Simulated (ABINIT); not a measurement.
Input of an ABINIT 10.8.3 (patched build) run:

File run.abi:

```
# Datasets: ground state, then fixed potential
ndtset 2

# Pseudopotentials
pp_dirpath "./"
pseudos "In.GGA_PBE-JTH.xml, As.GGA_PBE-JTH.xml"

# Structure
acell 3*1.0
rprim
     0.0000000000     5.7031934441     5.7031934441
     5.7031934441     0.0000000000     5.7031934441
     5.7031934441     5.7031934441     0.0000000000
ntypat 2
znucl 49 33
natom 2
typat 1 2
xred
     0.0000000000     0.0000000000     0.0000000000
     0.7500000000     0.7500000000     0.7500000000

# Plane-wave basis
ecut 17.0
pawecutdg 34.0

# Exchange and correlation
ixc -120135

# Bands and occupations
occopt 3
tsmear 0.05 eV

# SCF cycle
nstep 100

# Output
iomode 3
prtwf 0
prteig 0
prtebands 0
enunit 1
prtden1 1

# Dataset 1
kptopt1 1
ngkpt1 8 8 8
nshiftk1 1
shiftk1 0.0 0.0 0.0
nband1 18
tolvrs1 1.0e-9

# Dataset 2: bands along G-X-W-K-G-L-U-W-L-K
iscf2 -2
getden2 1
nband2 22
nbdbuf2 2
tolwfr2 1.0e-12
kptopt2 -9
ndivsm2 8
prteig2 1
kptbounds2
     0.0000000000     0.0000000000     0.0000000000
     0.5000000000     0.0000000000     0.5000000000
     0.5000000000     0.2500000000     0.7500000000
     0.3750000000     0.3750000000     0.7500000000
     0.0000000000     0.0000000000     0.0000000000
     0.5000000000     0.5000000000     0.5000000000
     0.6250000000     0.2500000000     0.6250000000
     0.5000000000     0.2500000000     0.7500000000
     0.5000000000     0.5000000000     0.5000000000
     0.3750000000     0.3750000000     0.7500000000
```

Potentials or basis: JTH PAW PBE v2.0.

Run with:

```console
$ abinit run.abi > log 2>&1
```

Question: Predict the band gap on the k mesh.

Answer: None (metal or under the smearing width).

Levels at the corners of the path, in eV from the Fermi level:
```csv
point,band 10,band 11,band 12,band 13,band 14,band 15,band 16,band 17,band 18,band 19
Γ,-14.28,-11.96,-0.26,-0.05,-0.05,-0.05,3.83,3.83,3.83,7.48
X,-14.26,-9.91,-5.94,-2.40,-2.40,1.51,2.01,9.17,9.23,9.23
W,-14.27,-9.86,-5.80,-3.03,-2.95,4.15,4.27,4.95,6.05,9.80
K,-14.27,-9.93,-5.81,-3.35,-2.02,2.06,4.23,7.27,7.37,7.77
Γ,-14.28,-11.96,-0.26,-0.05,-0.05,-0.05,3.83,3.83,3.83,7.48
L,-14.27,-10.47,-5.86,-1.05,-1.05,0.89,4.63,4.63,6.84,9.02
U,-14.27,-9.93,-5.81,-3.35,-2.02,2.06,4.23,7.27,7.37,7.77
W,-14.27,-9.86,-5.80,-3.03,-2.95,4.15,4.27,4.95,6.05,9.80
L,-14.27,-10.47,-5.86,-1.05,-1.05,0.89,4.63,4.63,6.84,9.02
K,-14.27,-9.93,-5.81,-3.35,-2.02,2.06,4.23,7.27,7.37,7.77
```

Caveat: spin-orbit coupling is left out, which moves the levels of the heavy elements; this crystal is a semiconductor, whose small gap the functional closes, so the metal is an error of the method.

**What was measured.**

A printed reference work, data compilation reports, for a bulk crystal of InAs at 4.2 K: band gap 0.418 eV (direct).

A measured gap of InAs is 0.418 eV (direct; 4.2 K; a printed reference work, data compilation); the calculated 0.00 eV misses it by -0.42 eV. Spin-orbit coupling on As, In is left out. The value is that of AM05 on a finite k mesh, which can miss the band edges, without temperature or zero-point motion. Semilocal functionals fall short of measured gaps as a rule.
